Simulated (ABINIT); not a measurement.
# A GW chain in ABINIT: BaS (Fm-3m), part 2 of 3

How does a plane-wave GW calculation on BaS (Fm-3m) run from the first input to the gap?

ABINIT 10.8.3; LDA and many-body steps on it, plane waves. Known limits of the many-body steps: not at the basis limit; no spin-orbit coupling.

So far. Step 2 (Ground state): The gap is indirect, with the least direct gap 0.13 eV higher.

### Step 3. Bands along the symmetry lines

Level of this step: DFT, LDA, plane waves, norm-conserving pseudopotentials (ABINIT).

The cheap functional maps the bands first; the places of the edges decide which points the dearer methods must see.

The input, run.abi:

```
acell 3*1.0 Angstrom
rprim 
  0.000000000000 3.193750000000 3.193750000000
  3.193750000000 0.000000000000 3.193750000000
  3.193750000000 3.193750000000 0.000000000000
ntypat 2
znucl 56 16
natom 2
typat 1 2
xred 
  0.000000000000 0.000000000000 0.000000000000
  0.500000000000 0.500000000000 0.500000000000
pp_dirpath "pseudos"
pseudos "Ba.upf, S.upf"
ecut 21
iscf -2
irdden 1
kptopt 0
nkpt 50
kpt 
  0.00000000 0.00000000 0.00000000
  0.06250000 0.00000000 0.06250000
  0.12500000 0.00000000 0.12500000
  0.18750000 0.00000000 0.18750000
  0.25000000 0.00000000 0.25000000
  0.31250000 0.00000000 0.31250000
  0.37500000 0.00000000 0.37500000
  0.43750000 0.00000000 0.43750000
  0.50000000 0.00000000 0.50000000
  0.51562500 0.03125000 0.51562500
  0.53125000 0.06250000 0.53125000
  0.54687500 0.09375000 0.54687500
  0.56250000 0.12500000 0.56250000
  0.57812500 0.15625000 0.57812500
  0.59375000 0.18750000 0.59375000
  0.60937500 0.21875000 0.60937500
  0.62500000 0.25000000 0.62500000
  0.37500000 0.37500000 0.75000000
  0.32812500 0.32812500 0.65625000
  0.28125000 0.28125000 0.56250000
  0.23437500 0.23437500 0.46875000
  0.18750000 0.18750000 0.37500000
  0.14062500 0.14062500 0.28125000
  0.09375000 0.09375000 0.18750000
  0.04687500 0.04687500 0.09375000
  0.00000000 0.00000000 0.00000000
  0.06250000 0.06250000 0.06250000
  0.12500000 0.12500000 0.12500000
  0.18750000 0.18750000 0.18750000
  0.25000000 0.25000000 0.25000000
  0.31250000 0.31250000 0.31250000
  0.37500000 0.37500000 0.37500000
  0.43750000 0.43750000 0.43750000
  0.50000000 0.50000000 0.50000000
  0.50000000 0.46875000 0.53125000
  0.50000000 0.43750000 0.56250000
  0.50000000 0.40625000 0.59375000
  0.50000000 0.37500000 0.62500000
  0.50000000 0.34375000 0.65625000
  0.50000000 0.31250000 0.68750000
  0.50000000 0.28125000 0.71875000
  0.50000000 0.25000000 0.75000000
  0.50000000 0.21875000 0.71875000
  0.50000000 0.18750000 0.68750000
  0.50000000 0.15625000 0.65625000
  0.50000000 0.12500000 0.62500000
  0.50000000 0.09375000 0.59375000
  0.50000000 0.06250000 0.56250000
  0.50000000 0.03125000 0.53125000
  0.50000000 0.00000000 0.50000000
istwfk *1
nband 15
nbdbuf 2
tolwfr 1e-08
nstep 40
prtwf 0
prtvol 0
indata_prefix "in"
outdata_prefix "out"
tmpdata_prefix "tmp"
```

Started as:

```sh
> OMP_NUM_THREADS=1 mpirun -n 4 abinit run.abi > log
```

Numbers of over 12 decimals in the logs are rounded to 6 here.

The log of the run:

```text
.Version 10.8.3 of ABINIT. v10.8.2 released Aug 2026.

 Symmetries : space group Fm -3 m (#225); Bravais cF (face-center cubic)
[... echo of the input left out ...]
== DATASET  1 ==================================================================
-   mpi_nproc: 4, omp_nthreads: 1 (-1 if OMP is not activated)

--- !DatasetInfo
iteration_state: {dtset: 1, }
dimensions: {natom: 2, nkpt: 50, mband: 15, nsppol: 1, nspinor: 1, nspden: 1, mpw: 2085, }
cutoff_energies: {ecut:  21.0, pawecutdg:  -1.0, }
electrons: {nelect:   1.60000000E+01, charge:   0.00000000E+00, occopt:   1.00000000E+00, tsmear:   1.00000000E-02, }

 Real(R)+Recip(G) space primitive vectors, cartesian coordinates (Bohr,Bohr^-1):
 R(1)=  0.0000000  6.0353128  6.0353128  G(1)= -0.0828457  0.0828457  0.0828457
 R(2)=  6.0353128  0.0000000  6.0353128  G(2)=  0.0828457 -0.0828457  0.0828457
 R(3)=  6.0353128  6.0353128  0.0000000  G(3)=  0.0828457  0.0828457 -0.0828457
 Unit cell volume ucvol=  4.3967255E+02 bohr^3
 Angles (23,13,12)=  6.00000000E+01  6.00000000E+01  6.00000000E+01 degrees

 getcut: wavevector=  0.0000  0.0000  0.0000  ngfft=  36  36  36
         ecut(hartree)=     21.000   => boxcut(ratio)=   2.04462

--- Pseudopotential description ------------------------------------------------
- Ba Generated using ONCVPSP code by D. R. Hamann
- 56.00000  10.00000  180309                  znucl, zion, pspdat
12 -1012 2 -1 1912                            pspcod,pspxc,lmax,lloc,mmax
     nproj     2     2     2
  pspatm : epsatm=   25.95172157
         --- l  ekb(1:nproj) -->
             0    6.668455    0.685657
             1    5.046948    0.410312
             2    2.551809    0.419281
 pspatm: atomic psp has been read  and splines computed

- S Generated using ONCVPSP code by D. R. Hamann
- 16.00000   6.00000  180309                  znucl, zion, pspdat
12 -1012 2 -1 1132                            pspcod,pspxc,lmax,lloc,mmax
     nproj     2     2     2
  pspatm : epsatm=    8.64647033
         --- l  ekb(1:nproj) -->
[...]
pspatm: atomic psp has been read  and splines computed

--------------------------------------------------------------------------------

================================================================================
 prteigrs : about to open file out_EIG
 Non-SCF case, kpt    1 (  0.00000  0.00000  0.00000), residuals and eigenvalues=
  5.65E-09  3.69E-09  4.09E-09  9.39E-09  8.32E-09  6.55E-09  6.71E-09  3.17E-09
  6.74E-09  1.70E-09  2.85E-09  9.96E-09  3.21E-09  3.41E-09  1.42E-08
 -8.3003E-01 -2.7821E-01 -2.7821E-01 -2.7821E-01 -2.5031E-01  1.2849E-01
  1.2849E-01  1.2849E-01  2.5058E-01  2.6618E-01  2.6618E-01  2.6618E-01
[...]
Non-SCF case, kpt    2 (  0.06250  0.00000  0.06250), residuals and eigenvalues=
  4.86E-09  1.69E-09  3.09E-09  5.36E-09  5.49E-09  4.92E-09  1.09E-09  1.66E-09
[...]
5.28E-09  1.08E-09  2.38E-09  3.31E-09  1.23E-09  6.87E-10  8.53E-10  4.05E-09
  4.81E-09  2.94E-09  2.73E-09  5.15E-09  3.82E-09  3.93E-09  8.39E-09
[...]
Non-SCF case, kpt   49 (  0.50000  0.03125  0.53125), residuals and eigenvalues=
[...]
Non-SCF case, kpt   50 (  0.50000  0.00000  0.50000), residuals and eigenvalues=
[...]
-8.2788E-01 -2.9672E-01 -2.8551E-01 -2.8551E-01 -2.4669E-01  1.0942E-01
  1.2368E-01  1.2368E-01  2.0008E-01  3.4389E-01  3.4543E-01  4.0259E-01
[...]
--- !ResultsGS
iteration_state: {dtset: 1, }
comment   : Summary of ground state results
lattice_vectors:
- [  0.0000000,   6.0353128,   6.0353128, ]
- [  6.0353128,   0.0000000,   6.0353128, ]
- [  6.0353128,   6.0353128,   0.0000000, ]
lattice_lengths: [   8.53522,    8.53522,    8.53522, ]
lattice_angles: [ 60.000,  60.000,  60.000, ] # degrees, (23, 13, 12)
lattice_volume:   4.3967255E+02
convergence: {deltae:  0.000E+00, res2:  0.000E+00, residm:  9.991E-09, diffor:  0.000E+00, }
etotal    :  -3.93841144E+01
entropy   :   0.00000000E+00
fermie    :   1.28490472E-01
cartesian_stress_tensor: null
pressure_GPa: null
xred      :
- [  0.0000E+00,   0.0000E+00,   0.0000E+00, Ba]
- [  5.0000E-01,   5.0000E-01,   5.0000E-01,  S]
cartesian_forces: null
force_length_stats: {min: null, max: null, mean: null, }

 Integrated electronic density in atomic spheres:
 ------------------------------------------------
 Atom  Sphere_radius  Integrated_density
[...]
================================================================================

 ----iterations are completed or convergence reached----

 Mean square residual over all n,k,spin=   46.636E-10; max=  99.913E-10
 reduced coordinates (array xred) for    2 atoms
       0.000000000000      0.000000000000      0.000000000000
       0.500000000000      0.500000000000      0.500000000000

 cartesian coordinates (angstrom) at end:
    1      0.000000     0.000000     0.000000
    2      3.193750     3.193750     3.193750
 length scales=  1.889726125908  1.889726125908  1.889726125908 bohr
              =  1.000000000000  1.000000000000  1.000000000000 angstroms
 prteigrs : about to open file out_EIG
 Eigenvalues (hartree) for nkpt=  50  k points:
 kpt#   1, nband= 15, wtk=  1.00000, kpt=  0.0000  0.0000  0.0000 (reduced coord)
[...]
kpt#   2, nband= 15, wtk=  1.00000, kpt=  0.0625  0.0000  0.0625 (reduced coord)
[...]
kpt#   3, nband= 15, wtk=  1.00000, kpt=  0.1250  0.0000  0.1250 (reduced coord)
[...]
kpt#  49, nband= 15, wtk=  1.00000, kpt=  0.5000  0.0313  0.5313 (reduced coord)
  -0.82788   -0.29662   -0.28620   -0.28562   -0.24573    0.10938    0.12203    0.12311
   0.20178    0.34475    0.34797    0.39631    0.40262    0.40363    0.43675
 kpt#  50, nband= 15, wtk=  1.00000, kpt=  0.5000  0.0000  0.5000 (reduced coord)
  -0.82788   -0.29672   -0.28551   -0.28551   -0.24669    0.10942    0.12368    0.12368
   0.20008    0.34389    0.34543    0.40259    0.40259    0.40410    0.43176

== END DATASET(S) ==============================================================
================================================================================

 -outvars: echo values of variables after computation  --------
            nband          15
             nkpt          50
          spgroup         225
 [... the other variables as echoed above ...]

 Calculation completed.
```

Run time: 18 s. Hardware: 4 MPI ranks of Arm Neoverse N1, shared host; peak memory 0.26 GiB; 65 s of CPU time.

This step gave:

```yaml
gap: 1.948 eV
k_of_the_valence_top: 0, 0, 0
k_of_the_conduction_bottom: 0.5, 0, 0.5
least_direct_gap: 2.079 eV
```

The gap is 1.948 eV, as in the run before at this level.

Electronic bands along the path, in eV, zero at the top of the highest filled band; v1 is the highest filled band, c1 the lowest empty one:

| point | v4 | v3 | v2 | v1 | c1 | c2 | c3 | c4 |
| --- | --- | --- | --- | --- | --- | --- | --- | --- |
| Γ | -10.31 | 0.00 | 0.00 | 0.00 | 3.32 | 3.75 | 3.75 | 3.75 |
| halfway | -9.70 | -1.31 | -0.17 | -0.17 | 2.64 | 4.49 | 5.24 | 5.63 |
| X | -10.21 | -0.52 | -0.13 | -0.13 | 1.95 | 5.86 | 5.90 | 7.46 |
| halfway | -10.03 | -0.53 | -0.42 | -0.28 | 2.29 | 6.19 | 6.27 | 6.75 |
| U | -9.70 | -0.97 | -0.60 | -0.54 | 3.14 | 5.82 | 6.52 | 6.67 |
| jump to K | -9.70 | -0.97 | -0.60 | -0.54 | 3.14 | 5.82 | 6.52 | 6.67 |
| halfway | -9.42 | -1.45 | -0.89 | -0.34 | 3.92 | 4.59 | 4.83 | 5.78 |
| Γ | -10.31 | 0.00 | 0.00 | 0.00 | 3.32 | 3.75 | 3.75 | 3.75 |
| halfway | -9.52 | -1.19 | -0.63 | -0.63 | 3.94 | 4.63 | 4.63 | 5.17 |
| L | -9.05 | -1.99 | -1.08 | -1.08 | 5.43 | 5.45 | 6.23 | 6.23 |
| halfway | -9.35 | -1.52 | -0.86 | -0.78 | 4.53 | 4.73 | 6.57 | 6.78 |
| W | -9.66 | -1.13 | -0.49 | -0.49 | 4.14 | 4.14 | 6.22 | 6.76 |
| halfway | -9.91 | -0.67 | -0.53 | -0.31 | 2.61 | 6.01 | 6.03 | 6.82 |
| X | -10.21 | -0.52 | -0.13 | -0.13 | 1.95 | 5.86 | 5.90 | 7.46 |

The electronic bands as a text plot (rows in eV, shown from -8.0 to 4.7 only):

```
    4.5 |+ ++ ++            +++++++++ ++   ++  +      +++  +
    3.9 |+++++             +    +++++++++++++++          +++
    3.4 |++++             +          ++++                   +
    2.9 |    +++         +                                   +
    2.3 |       +++    ++                                     ++
    1.8 |          ++++                                         +
    1.3 |
    0.8 |
    0.2 |**                          ***
   -0.3 | ****************************  ****             ********
   -0.8 |  **     ***    ************      **************  ***
   -1.4 |    *****         ********         ***       *****
   -1.9 |                                      *******
   -2.4 |
   -3.0 |
   -3.5 |
   -4.0 |
   -4.6 |
   -5.1 |
   -5.6 |
   -6.1 |
   -6.7 |
   -7.2 |
   -7.7 |
         Γ           X  U|K            Γ         L        W     X
```

### Step 4. Empty states on the mesh, 4×4×4 mesh, 38 bands

The sums over transitions need many empty states on a uniform mesh; this step solves for them.

The input, run.abi:

```
acell 3*1.0 Angstrom
rprim 
  0.000000000000 3.193750000000 3.193750000000
  3.193750000000 0.000000000000 3.193750000000
  3.193750000000 3.193750000000 0.000000000000
ntypat 2
znucl 56 16
natom 2
typat 1 2
xred 
  0.000000000000 0.000000000000 0.000000000000
  0.500000000000 0.500000000000 0.500000000000
pp_dirpath "pseudos"
pseudos "Ba.upf, S.upf"
ecut 21
ngkpt 4 4 4
nshiftk 1
shiftk 0 0 0
kptopt 1
chksymbreak 0
iscf -2
irdden 1
istwfk *1
nband 38
nbdbuf 4
tolwfr 1e-09
nstep 60
prtvol 0
indata_prefix "in"
outdata_prefix "out"
tmpdata_prefix "tmp"
```

The log of the run:

```text
.Version 10.8.3 of ABINIT. v10.8.2 released Aug 2026.

 Symmetries : space group Fm -3 m (#225); Bravais cF (face-center cubic)
[... echo of the input left out ...]
== DATASET  1 ==================================================================
-   mpi_nproc: 4, omp_nthreads: 1 (-1 if OMP is not activated)

--- !DatasetInfo
iteration_state: {dtset: 1, }
dimensions: {natom: 2, nkpt: 8, mband: 38, nsppol: 1, nspinor: 1, nspden: 1, mpw: 2085, }
cutoff_energies: {ecut:  21.0, pawecutdg:  -1.0, }
electrons: {nelect:   1.60000000E+01, charge:   0.00000000E+00, occopt:   1.00000000E+00, tsmear:   1.00000000E-02, }

 Real(R)+Recip(G) space primitive vectors, cartesian coordinates (Bohr,Bohr^-1):
 R(1)=  0.0000000  6.0353128  6.0353128  G(1)= -0.0828457  0.0828457  0.0828457
 R(2)=  6.0353128  0.0000000  6.0353128  G(2)=  0.0828457 -0.0828457  0.0828457
 R(3)=  6.0353128  6.0353128  0.0000000  G(3)=  0.0828457  0.0828457 -0.0828457
 Unit cell volume ucvol=  4.3967255E+02 bohr^3
 Angles (23,13,12)=  6.00000000E+01  6.00000000E+01  6.00000000E+01 degrees

 getcut: wavevector=  0.0000  0.0000  0.0000  ngfft=  36  36  36
         ecut(hartree)=     21.000   => boxcut(ratio)=   2.04462

--- Pseudopotential description ------------------------------------------------
- Ba Generated using ONCVPSP code by D. R. Hamann
- 56.00000  10.00000  180309                  znucl, zion, pspdat
12 -1012 2 -1 1912                            pspcod,pspxc,lmax,lloc,mmax
     nproj     2     2     2
  pspatm : epsatm=   25.95172157
         --- l  ekb(1:nproj) -->
             0    6.668455    0.685657
             1    5.046948    0.410312
             2    2.551809    0.419281
 pspatm: atomic psp has been read  and splines computed

- S Generated using ONCVPSP code by D. R. Hamann
- 16.00000   6.00000  180309                  znucl, zion, pspdat
12 -1012 2 -1 1132                            pspcod,pspxc,lmax,lloc,mmax
     nproj     2     2     2
  pspatm : epsatm=    8.64647033
         --- l  ekb(1:nproj) -->
[...]
pspatm: atomic psp has been read  and splines computed

--------------------------------------------------------------------------------

================================================================================
 prteigrs : about to open file out_EIG
 Non-SCF case, kpt    1 (  0.00000  0.00000  0.00000), residuals and eigenvalues=
  8.85E-10  9.64E-11  2.13E-10  3.42E-10  4.68E-10  1.53E-10  2.71E-10  5.51E-10
  3.27E-10  7.54E-11  1.85E-10  2.69E-10  2.64E-10  7.39E-10  6.39E-10  1.28E-10
  2.68E-10  8.61E-10  4.14E-10  7.37E-10  7.84E-10  3.21E-10  3.55E-10  2.08E-10
[...]
8.72E-10  6.48E-10  1.07E-08  1.46E-05  4.61E-08  2.32E-06
 -8.3003E-01 -2.7821E-01 -2.7821E-01 -2.7821E-01 -2.5031E-01  1.2849E-01
  1.2849E-01  1.2849E-01  2.5058E-01  2.6618E-01  2.6618E-01  2.6618E-01
[...]
9.3166E-01  9.3166E-01  1.0423E+00  1.0423E+00  1.0423E+00  1.1471E+00
  1.1772E+00  1.1772E+00
 prteigrs : prtvol=0 or 1, do not print more k-points.

--- !ResultsGS
iteration_state: {dtset: 1, }
comment   : Summary of ground state results
lattice_vectors:
- [  0.0000000,   6.0353128,   6.0353128, ]
- [  6.0353128,   0.0000000,   6.0353128, ]
- [  6.0353128,   6.0353128,   0.0000000, ]
lattice_lengths: [   8.53522,    8.53522,    8.53522, ]
lattice_angles: [ 60.000,  60.000,  60.000, ] # degrees, (23, 13, 12)
lattice_volume:   4.3967255E+02
convergence: {deltae:  0.000E+00, res2:  0.000E+00, residm:  9.947E-10, diffor:  0.000E+00, }
etotal    :  -3.93841144E+01
entropy   :   0.00000000E+00
fermie    :   1.28490472E-01
cartesian_stress_tensor: null
pressure_GPa: null
xred      :
- [  0.0000E+00,   0.0000E+00,   0.0000E+00, Ba]
- [  5.0000E-01,   5.0000E-01,   5.0000E-01,  S]
cartesian_forces: null
force_length_stats: {min: null, max: null, mean: null, }

 Integrated electronic density in atomic spheres:
 ------------------------------------------------
 Atom  Sphere_radius  Integrated_density
[...]
================================================================================

 ----iterations are completed or convergence reached----

 Mean square residual over all n,k,spin=   44.898E-11; max=  99.471E-11
 reduced coordinates (array xred) for    2 atoms
       0.000000000000      0.000000000000      0.000000000000
       0.500000000000      0.500000000000      0.500000000000

 cartesian coordinates (angstrom) at end:
    1      0.000000     0.000000     0.000000
    2      3.193750     3.193750     3.193750
 length scales=  1.889726125908  1.889726125908  1.889726125908 bohr
              =  1.000000000000  1.000000000000  1.000000000000 angstroms
 prteigrs : about to open file out_EIG
 Eigenvalues (hartree) for nkpt=   8  k points:
 kpt#   1, nband= 38, wtk=  0.01563, kpt=  0.0000  0.0000  0.0000 (reduced coord)
[...]
0.67085    0.67085    0.73392    0.73392    0.73392    0.80778    0.80778    0.84745
   0.84745    0.84745    0.86338    0.86338    0.86338    0.92592    0.93166    0.93166
   1.04231    1.04231    1.04231    1.14706    1.17717    1.17717
 prteigrs : prtvol=0 or 1, do not print more k-points.

== END DATASET(S) ==============================================================
================================================================================

 -outvars: echo values of variables after computation  --------
            nband          38
             nkpt           8
          spgroup         225
 [... the other variables as echoed above ...]

 Calculation completed.
```

It took 12 s on 4 MPI ranks; peak memory 0.24 GiB; 43 s of CPU time.

This step gave:

| Property | Result |
| --- | --- |
| gap | 1.948 eV |
| k of the valence top | 0, 0, 0 |
| k of the conduction bottom | 0.5, 0.5, 0 |
| least direct gap | 2.079 eV |
| k points computed | 8 |
| lowest point of the top converged band, above the valence top | 24.87 eV |

On this mesh the gap is 1.948 eV.

### Step 5. Screening, 4×4×4 mesh, 34 bands, screening to 87.1 eV

The RPA dielectric matrix is built and inverted for each q.

This step: RPA screening on LDA, plane waves, norm-conserving pseudopotentials.

Edit run.abi of step 4 so:

```diff
@@ -20,10 +20,11 @@
 chksymbreak 0
-iscf -2
-irdden 1
 istwfk *1
-nband 38
-nbdbuf 4
-tolwfr 1e-09
-nstep 60
-prtvol 0
+occopt 1
+irdwfk 1
+optdriver 3
+nband 34
+ecuteps 3.2
+inclvkb 2
+awtr 1
+symchi 1
 indata_prefix "in"
```

The log of the run:

```text
.Version 10.8.3 of ABINIT. v10.8.2 released Aug 2026.

 Symmetries : space group Fm -3 m (#225); Bravais cF (face-center cubic)
[... echo of the input left out ...]
== DATASET  1 ==================================================================
-   mpi_nproc: 4, omp_nthreads: 1 (-1 if OMP is not activated)

--- !DatasetInfo
iteration_state: {dtset: 1, }
dimensions: {natom: 2, nkpt: 8, mband: 34, nsppol: 1, nspinor: 1, nspden: 1, mpw: 2085, }
cutoff_energies: {ecut:  21.0, pawecutdg:  -1.0, }
electrons: {nelect:   1.60000000E+01, charge:   0.00000000E+00, occopt:   1.00000000E+00, tsmear:   1.00000000E-02, }

 SCREENING: Calculation of the susceptibility and dielectric matrices

 Based on a program developped by R.W. Godby, V. Olevano, G. Onida, and L. Reining.
 Incorporated in ABINIT by V. Olevano, G.-M. Rignanese, and M. Torrent.
.Using double precision arithmetic ; gwpc =  8

[... cell and pseudopotentials left out ...]
--------------------------------------------------------------------------------

 ==== K-mesh for the wavefunctions ====
 Number of points in the irreducible wedge :     8
[... list of points left out ...]
 Together with 48 symmetry operations and time-reversal symmetry
 yields    64 points in the full Brillouin Zone.

 ==== Q-mesh for the screening function ====
 Number of points in the irreducible wedge :     8
[... list of points left out ...]
 Together with 48 symmetry operations and time-reversal symmetry
 yields    64 points in the full Brillouin Zone.

 setmesh: FFT mesh size selected  =    24x   24x   24
          total number of points  =        13824

 vcoul_init : cutoff-mode = AUXILIARY_FUNCTION
 q-points for optical limit:   1
     1)      0.000010    0.000020    0.000030

- screening: taking advantage of time-reversal symmetry
- Maximum band index for partially occupied states nbvw = 8
- Remaining bands to be divided among processors   nbcw = 26
- Number of bands treated by each node ~6

 Number of electrons calculated from density =   16.0000; Expected =   16.0000
 average of density, n =  0.036391
 r_s =    1.8720
 omega_plasma =   18.4014 [eV]

 calculating chi0 at frequencies [eV] :
  1    0.000000E+00    0.000000E+00
  2    0.000000E+00    1.840140E+01

--------------------------------------------------------------------------------
  q-point number  1        q = ( 0.000000, 0.000000, 0.000000) [r.l.u.]
--------------------------------------------------------------------------------
[... chi0 elements left out ...]
 For q-point:  0.000010 0.000020 0.000030
  dielectric constant =   5.1231
  dielectric constant without local fields =   6.0170

  Average fulfillment of the sum rule on Im[epsilon] for q-point    1 :     52.73  [%]
[... wings left out ...]
  q-point number  2        q = ( 0.250000, 0.000000, 0.000000) [r.l.u.]
--------------------------------------------------------------------------------
[... chi0 elements left out ...]
  Average fulfillment of the sum rule on Im[epsilon] for q-point    2 :     80.69  [%]

 [... 6 further q-points ...]
```

Elapsed: 12 s, on 4 MPI ranks; peak memory 0.4 GiB.

Numbers from this step:

| Property | Result |
| --- | --- |
| ε∞ with local fields, on this mesh, along the program's q direction | 5.123 |
| the same without local fields | 6.017 |
| plasma frequency | 18.40 eV |
| plane waves in the screening matrix | 113 |

Local fields lower ε∞ by 15 %.

(Part 2 of 3 ends here.)

[Paths, hosts, dates, memory and timing lines, banners, echoed tables and standing remarks are left out of the program output.]

[Logs are printed without paths, hosts, clocks, repeated set-up lines and the standing remarks that a program may print on its own settings, such as how far it seeks lower states.]

[Runs of the session that timed out or met a known fault of the program may be left out.]

[Hosts, paths, dates, database ids (printed as entryN), source tags and the programs' standing remarks are cut or masked in the printed files.]

[G0W0 gaps are taken among the corrected bands and points alone; a level outside them can change the order at an edge.]

[Where Ansatz stands beside ABINIT at settings called matched, ABINIT's density can come from a denser mesh and the files from another edition; pairs whose starting gaps differed by over 0.03 eV were left out, so agreement reads better than it is.]
